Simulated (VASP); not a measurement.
Input of a VASP 6.6.1 run:

INCAR

```
SYSTEM = Si
ALGO = Normal
EDIFF = 1E-6
EDIFFG = -0.01
ENCUT = 600
GGA = CA
IBRION = 2
ISIF = 3
ISMEAR = 1
LASPH = .True.
LCHARG = .False.
LREAL = .False.
LWAVE = .False.
NELM = 80
NSW = 90
PREC = Accurate
PSTRESS = 158.0
SIGMA = 0.1
```

KPOINTS

```
k-points
0
Gamma
  16 16 16
  0 0 0
```

The input POSCAR:

```
Si
1.0
   -2.2510000000      2.3685000000      1.2750000000
    2.2510000000     -2.3685000000      1.2750000000
    2.2510000000      2.3685000000     -1.2750000000
Si
2
Direct
    0.8070000000      0.0570000000      0.7500000000
    0.1930000000      0.9430000000      0.2500000000
```

Potentials or basis: VASP PAW LDA potentials, release 64 (Si).

The run is started by

```sh
$ cat potpaw_LDA.64/Si/POTCAR > POTCAR
$ mpirun -np 1 vasp_std > vasp.out
```

Estimate the relaxed cell.

a = 3.461 Å, b = 3.461 Å, c = 3.461 Å, α = 102.44°, β = 93.06°, γ = 136.99°.

What does it give for the relaxed volume?

13.10 Å³/atom.

Final structure:
```
Si
1.0
    -2.16787    2.38131    1.26867
     2.16787   -2.38131    1.26867
     2.16787    2.38131   -1.26867
Si
2
Direct
  0.74667 0.99667 0.75000
  0.25333 0.00333 0.25000
```

Caveat: the cell is relaxed towards a set pressure, so the enthalpy falls and the energy may rise. Zero-point motion and thermal expansion aren't in these numbers.
